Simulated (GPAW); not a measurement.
# Sb (Pm-3m) in GPAW: settings compared, part 2 of 2

GPAW 26.7.0. The steps go on from the part before.

### 5 Relaxation of cell and atoms, PBEsol (volume scaled by 0.96)

The input, run.py:

```python
from ase.filters import FrechetCellFilter
from ase.io import read, write
from ase.optimize import LBFGS
from gpaw import GPAW, PW, setup_paths

setup_paths.insert(0, '.')

atoms = read('POSCAR')

calc = GPAW(mode=PW(600),
            xc='PBEsol',
            kpts={'size': (9, 9, 9), 'gamma': True},
            occupations={'name': 'fermi-dirac', 'width': 0.05},
            nbands=15,
            convergence={'density': 1e-05, 'forces': 0.0001},
            maxiter=150,
            txt='gpaw.txt')
atoms.calc = calc
opt = LBFGS(FrechetCellFilter(atoms), trajectory='relax.traj', logfile='-')
done = opt.run(fmax=0.05, steps=60)
calc.write('gs.gpw')
write('result.traj', atoms)
print('Converged:', done)
print('Cell:', atoms.cell.cellpar().round(4))
print('Volume:', round(atoms.get_volume(), 4))
print(atoms.get_scaled_positions().round(5))
```

The input, POSCAR:

```
Sb
1.0
    3.1172920600      0.0000000000      0.0000000000
    0.0000000000      3.1172920600      0.0000000000
    0.0000000000      0.0000000000      3.1172920600
Sb
1
Direct
    0.0000000000      0.0000000000      0.0000000000
```

Potentials or basis: PAW data sets generated in the run's folder for this functional, pw.

Started as:

```sh
$ gpaw-setup -f PBEsol Sb
$ OMP_NUM_THREADS=1 python run.py
```

gpaw.txt:

```text
__  _  _
 | _ |_)|_||  |
 |__||  | ||/\| - 26.7.0

Input parameters:
  mode=PW(ecut=600.0),
  convergence={'density': 1e-05, 'forces': 0.0001},
  kpts=MonkhorstPack(size=(9, 9, 9), gamma=True),
  maxiter=150,
  nbands=15,
  occupations=Occupations(name='fermi-dirac', width=0.05),
  xc=XC(name='PBEsol')

Diagonalizing LCAO Hamiltonian
Converting LCAO to pw mode
   .-------.
  /|       |
 * |       |
 | |       |
 | .-------.
 |/       /
 Sb------*

Atoms  # Å, Bohr magnetons
|   | symbol |        x |        y |        z |    initial magnetic moments |
|---|--------|----------|----------|----------|-----------------------------|
| 0 |     Sb | 0.000000 | 0.000000 | 0.000000 | ( 0.0000,  0.0000,  0.0000) |

Unit cell  # Å
| periodic |        x |        y |        z |  lengths |    angles |
|----------|----------|----------|----------|----------|-----------|
|      yes | 3.117292 | 0.000000 | 0.000000 | 3.117292 | 90.000000 |
|      yes | 0.000000 | 3.117292 | 0.000000 | 3.117292 | 90.000000 |
|      yes | 0.000000 | 0.000000 | 3.117292 | 3.117292 | 90.000000 |

Number of symmetries: 48
Symmetry operations  # r_c * U_cc + t_c -> r_c
|    | kind |            matrix            |
|----|------|------------------------------|
|  0 |  E   |  1, 0, 0,  0, 1, 0,  0, 0, 1 |
|  1 |  σ   |  1, 0, 0,  0, 1, 0,  0, 0,-1 |
|  2 |  σ   |  1, 0, 0,  0, 0, 1,  0, 1, 0 |
|  3 |  C4  |  1, 0, 0,  0, 0, 1,  0,-1, 0 |
|  4 |  C4  |  1, 0, 0,  0, 0,-1,  0, 1, 0 |
|  5 |  σ   |  1, 0, 0,  0, 0,-1,  0,-1, 0 |
|  6 |  σ   |  1, 0, 0,  0,-1, 0,  0, 0, 1 |
|  7 |  C2  |  1, 0, 0,  0,-1, 0,  0, 0,-1 |
|  8 |  σ   |  0, 1, 0,  1, 0, 0,  0, 0, 1 |
|  9 |  C2  |  0, 1, 0,  1, 0, 0,  0, 0,-1 |
| 10 |  C3  |  0, 1, 0,  0, 0, 1,  1, 0, 0 |
| 11 |  S6  |  0, 1, 0,  0, 0, 1, -1, 0, 0 |
| 12 |  S6  |  0, 1, 0,  0, 0,-1,  1, 0, 0 |
| 13 |  C3  |  0, 1, 0,  0, 0,-1, -1, 0, 0 |
| 14 |  C4  |  0, 1, 0, -1, 0, 0,  0, 0, 1 |
| 15 |  S4  |  0, 1, 0, -1, 0, 0,  0, 0,-1 |
| 16 |  C3  |  0, 0, 1,  1, 0, 0,  0, 1, 0 |
| 17 |  S6  |  0, 0, 1,  1, 0, 0,  0,-1, 0 |
| 18 |  σ   |  0, 0, 1,  0, 1, 0,  1, 0, 0 |
| 19 |  C4  |  0, 0, 1,  0, 1, 0, -1, 0, 0 |
| 20 |  C2  |  0, 0, 1,  0,-1, 0,  1, 0, 0 |
| 21 |  S4  |  0, 0, 1,  0,-1, 0, -1, 0, 0 |
[... 189 lines left out ...]
Stress tensor  # eV/Ang^3
|        x |        y |        z |
|----------|----------|----------|
| 0.021729 | 0.000000 | 0.000000 |
| 0.000000 | 0.021729 | 0.000000 |
| 0.000000 | 0.000000 | 0.021729 |

Forces  # eV/Ang
|        x |        y |        z |
|----------|----------|----------|
| -0.00000 | -0.00000 | -0.00000 |  # Sb   0

Interpolating wave functions to new cell

       Sb

Atoms  # Å, Bohr magnetons
|   | symbol |         x |         y |         z |    initial magnetic moments |
|---|--------|-----------|-----------|-----------|-----------------------------|
| 0 |     Sb | -0.000000 | -0.000000 | -0.000000 | ( 0.0000,  0.0000,  0.0000) |

Unit cell  # Å
| periodic |         x |         y |        z |  lengths |    angles |
|----------|-----------|-----------|----------|----------|-----------|
|      yes |  3.088117 | -0.000000 | 0.000000 | 3.088117 | 90.000000 |
|      yes | -0.000000 |  3.088117 | 0.000000 | 3.088117 | 90.000000 |
|      yes |  0.000000 |  0.000000 | 3.088117 | 3.088117 | 90.000000 |

Number of symmetries: 48
Symmetry operations  # r_c * U_cc + t_c -> r_c
|    | kind |            matrix            |
|----|------|------------------------------|
|  0 |  E   |  1, 0, 0,  0, 1, 0,  0, 0, 1 |
|  1 |  σ   |  1, 0, 0,  0, 1, 0,  0, 0,-1 |
|  2 |  σ   |  1, 0, 0,  0, 0, 1,  0, 1, 0 |
|  3 |  C4  |  1, 0, 0,  0, 0, 1,  0,-1, 0 |
|  4 |  C4  |  1, 0, 0,  0, 0,-1,  0, 1, 0 |
|  5 |  σ   |  1, 0, 0,  0, 0,-1,  0,-1, 0 |
|  6 |  σ   |  1, 0, 0,  0,-1, 0,  0, 0, 1 |
|  7 |  C2  |  1, 0, 0,  0,-1, 0,  0, 0,-1 |
|  8 |  σ   |  0, 1, 0,  1, 0, 0,  0, 0, 1 |
|  9 |  C2  |  0, 1, 0,  1, 0, 0,  0, 0,-1 |
| 10 |  C3  |  0, 1, 0,  0, 0, 1,  1, 0, 0 |
| 11 |  S6  |  0, 1, 0,  0, 0, 1, -1, 0, 0 |
| 12 |  S6  |  0, 1, 0,  0, 0,-1,  1, 0, 0 |
| 13 |  C3  |  0, 1, 0,  0, 0,-1, -1, 0, 0 |
| 14 |  C4  |  0, 1, 0, -1, 0, 0,  0, 0, 1 |
| 15 |  S4  |  0, 1, 0, -1, 0, 0,  0, 0,-1 |
| 16 |  C3  |  0, 0, 1,  1, 0, 0,  0, 1, 0 |
| 17 |  S6  |  0, 0, 1,  1, 0, 0,  0,-1, 0 |
| 18 |  σ   |  0, 0, 1,  0, 1, 0,  1, 0, 0 |
| 19 |  C4  |  0, 0, 1,  0, 1, 0, -1, 0, 0 |
| 20 |  C2  |  0, 0, 1,  0,-1, 0,  1, 0, 0 |
| 21 |  S4  |  0, 0, 1,  0,-1, 0, -1, 0, 0 |
[... 186 lines left out ...]
No gap
No difference between direct/indirect transitions

Stress tensor  # eV/Ang^3
|        x |        y |        z |
|----------|----------|----------|
| 0.013410 | 0.000000 | 0.000000 |
| 0.000000 | 0.013410 | 0.000000 |
| 0.000000 | 0.000000 | 0.013410 |

Forces  # eV/Ang
|       x |       y |       z |
|---------|---------|---------|
| 0.00000 | 0.00000 | 0.00000 |  # Sb   0

Interpolating wave functions to new cell

       Sb

Atoms  # Å, Bohr magnetons
|   | symbol |         x |         y |         z |    initial magnetic moments |
|---|--------|-----------|-----------|-----------|-----------------------------|
| 0 |     Sb | -0.000000 | -0.000000 | -0.000000 | ( 0.0000,  0.0000,  0.0000) |

Unit cell  # Å
| periodic |         x |         y |        z |  lengths |    angles |
|----------|-----------|-----------|----------|----------|-----------|
|      yes |  3.044870 | -0.000000 | 0.000000 | 3.044870 | 90.000000 |
|      yes | -0.000000 |  3.044870 | 0.000000 | 3.044870 | 90.000000 |
|      yes |  0.000000 |  0.000000 | 3.044870 | 3.044870 | 90.000000 |

Number of symmetries: 48
Symmetry operations  # r_c * U_cc + t_c -> r_c
|    | kind |            matrix            |
|----|------|------------------------------|
|  0 |  E   |  1, 0, 0,  0, 1, 0,  0, 0, 1 |
|  1 |  σ   |  1, 0, 0,  0, 1, 0,  0, 0,-1 |
|  2 |  σ   |  1, 0, 0,  0, 0, 1,  0, 1, 0 |
|  3 |  C4  |  1, 0, 0,  0, 0, 1,  0,-1, 0 |
|  4 |  C4  |  1, 0, 0,  0, 0,-1,  0, 1, 0 |
|  5 |  σ   |  1, 0, 0,  0, 0,-1,  0,-1, 0 |
|  6 |  σ   |  1, 0, 0,  0,-1, 0,  0, 0, 1 |
|  7 |  C2  |  1, 0, 0,  0,-1, 0,  0, 0,-1 |
|  8 |  σ   |  0, 1, 0,  1, 0, 0,  0, 0, 1 |
|  9 |  C2  |  0, 1, 0,  1, 0, 0,  0, 0,-1 |
| 10 |  C3  |  0, 1, 0,  0, 0, 1,  1, 0, 0 |
| 11 |  S6  |  0, 1, 0,  0, 0, 1, -1, 0, 0 |
| 12 |  S6  |  0, 1, 0,  0, 0,-1,  1, 0, 0 |
| 13 |  C3  |  0, 1, 0,  0, 0,-1, -1, 0, 0 |
| 14 |  C4  |  0, 1, 0, -1, 0, 0,  0, 0, 1 |
| 15 |  S4  |  0, 1, 0, -1, 0, 0,  0, 0,-1 |
| 16 |  C3  |  0, 0, 1,  1, 0, 0,  0, 1, 0 |
| 17 |  S6  |  0, 0, 1,  1, 0, 0,  0,-1, 0 |
| 18 |  σ   |  0, 0, 1,  0, 1, 0,  1, 0, 0 |
| 19 |  C4  |  0, 0, 1,  0, 1, 0, -1, 0, 0 |
| 20 |  C2  |  0, 0, 1,  0,-1, 0,  1, 0, 0 |
| 21 |  S4  |  0, 0, 1,  0,-1, 0, -1, 0, 0 |
[... 167 lines left out ...]
Eigenvalues  # (at kpt = [0.000, 0.000, 0.000])
| band index |      eig [eV] | occ [0-2] |
|------------|---------------|-----------|
|          0 |       -21.906 |     2.000 |
|          1 |       -21.906 |     2.000 |
|          2 |       -21.694 |     2.000 |
|          3 |       -21.694 |     2.000 |
|          4 |       -21.694 |     2.000 |
|          5 |        -5.511 |     2.000 |
|          6 |        10.700 |     0.000 |
|          7 |        10.700 |     0.000 |
|          8 |        10.700 |     0.000 |
|          9 |        14.527 |     0.000 |
|         10 |        14.527 |     0.000 |
|         11 |        15.796 |     0.000 |
|         12 |        27.070 |     0.000 |
|         13 |        27.070 |     0.000 |
|         14 |        27.070 |     0.000 |

No gap
No difference between direct/indirect transitions

Stress tensor  # eV/Ang^3
|         x |         y |         z |
|-----------|-----------|-----------|
| -0.001441 | -0.000000 |  0.000000 |
| -0.000000 | -0.001441 |  0.000000 |
|  0.000000 |  0.000000 | -0.001441 |

Forces  # eV/Ang
|        x |        y |       z |
|----------|----------|---------|
| -0.00000 | -0.00000 | 0.00000 |  # Sb   0

# Writing to gs.gpw (mode='')
```

Run time: 27 s. Hardware: 1 thread of Arm Neoverse V1, shared host; peak memory 0.15 GiB.

What came out:

```
Free energy                            : -4.8164 eV
Relaxed volume                         : 28.23 Å³/atom
Relaxed cell                           : a = 3.045 Å, b = 3.045 Å, c = 3.045 Å, α = 90.00°, β = 90.00°, γ = 90.00°
Space group after relaxing (to 0.05 Å) : Pm-3m (No. 221)
Energy gained by relaxing              : 22.6 meV/atom
Ionic steps                            : 3
Pressure after relaxing                : 0.2 GPa
Band gap on the k mesh                 : none (metal or under the smearing width)
```

The path:
```csv
step,energy change (eV),largest force (eV/Å),pressure (GPa),volume (Å³)
1,0.0000,0.0000,-3.48,30.29
2,-0.0147,0.0000,-2.15,29.45
3,-0.0226,0.0000,0.23,28.23
```

Final structure:
```xyz
1
Lattice="3.0449 0.0000 0.0000 0.0000 3.0449 0.0000 0.0000 0.0000 3.0449" Properties=species:S:1:pos:R:3 pbc="T T T"
Sb    0.0000    0.0000    0.0000
```

Levels at points of the mesh, in eV from the Fermi level:
```
           k point  band 4  band 5  band 6  band 7  band 8  band 9  band 10  band 11
(0.00, 0.00, 0.00)  -29.15  -29.15  -12.97    3.24    3.24    3.24     7.07     7.07
```

Caveat: later steps reuse the first step's grids.

### 6 The runs side by side

| task | level | potentials or basis | cell | k mesh | smearing | optimizer | fmax | max steps | convergence | gap on the mesh (eV) | pressure (GPa) |
| --- | --- | --- | --- | --- | --- | --- | --- | --- | --- | --- | --- |
| single point | LDA | the program's PAW data sets (release 1.2.1) made for this functional, pw | as given | 8 × 8 × 8 | gaussian 0.1 eV | - | - | - | - | none | -6.0 |
| single point | PBE | GPAW PAW data sets (gpaw-data 1.2.1), pw | as given | 8 × 8 × 8 | gaussian 0.05 eV | - | - | - | - | none | -2.5 |
| single point | PBE | GPAW PAW data sets (gpaw-data 1.2.1), pw | as given | 8 × 8 × 8 | gaussian 0.1 eV | - | - | - | - | none | -2.5 |
| relaxation of cell and atoms | PBEsol | PAW data sets generated in the run's folder for this functional, pw | relaxed from: volume scaled by 0.96 | 9 × 9 × 9 | fermi-dirac 0.05 eV | LBFGS | 0.05 eV/Å | 60 | density=1e-05 forces=0.0001 | none | 0.2 |

Alike in all rows: no spin polarisation; cutoff (eV) 600.

Caveats: later steps reuse the first step's grids (some runs).

Absolute energies hang on the potentials; compare differences alone.
